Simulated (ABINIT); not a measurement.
An input for ABINIT 10.8.3 (NaCl (Fm-3m)):

```
acell 3*1.0 Angstrom
rprim 
  0.000000000000 2.810000000000 2.810000000000
  2.810000000000 0.000000000000 2.810000000000
  2.810000000000 2.810000000000 0.000000000000
ntypat 2
znucl 11 17
natom 2
typat 1 2
xred 
  0.000000000000 0.000000000000 0.000000000000
  0.500000000000 0.500000000000 0.500000000000
pp_dirpath "pseudos"
pseudos "Na.upf, Cl.upf"
ecut 38
ngkpt 8 8 8
nshiftk 1
shiftk 0 0 0
kptopt 1
chksymbreak 0
iscf -2
irdden 1
istwfk *1
nband 88
nbdbuf 8
tolwfr 1e-09
nstep 60
prtvol 0
indata_prefix "in"
outdata_prefix "out"
tmpdata_prefix "tmp"
```

The database entry behind the starting cell differs from later determinations by our own check (an axis about 0.4 % short against later determinations), so it need not match the best structure at ambient conditions.

```sh
OMP_NUM_THREADS=1 mpirun -n 4 abinit run.abi > log
```

Q: How long will it take on 4 MPI ranks of Arm Neoverse V1, shared host, and how much memory?

It took 62 s; on shared hardware allow 31 s to 2.1 min. Peak host memory was 0.39 GiB.

[Paths, hosts, dates, memory and timing lines, banners, echoed tables and standing remarks are left out of the program output.]

[Logs are printed without paths, hosts, clocks, repeated set-up lines and the standing remarks that a program may print on its own settings, such as how far it seeks lower states.]

[Runs of the session that timed out or met a known fault of the program may be left out.]

[Hosts, paths, dates, database ids (printed as entryN), source tags and the programs' standing remarks are cut or masked in the printed files.]

[G0W0 gaps are taken among the corrected bands and points alone; a level outside them can change the order at an edge.]

[Where Ansatz stands beside ABINIT at settings called matched, ABINIT's density can come from a denser mesh and the files from another edition; pairs whose starting gaps differed by over 0.03 eV were left out, so agreement reads better than it is.]
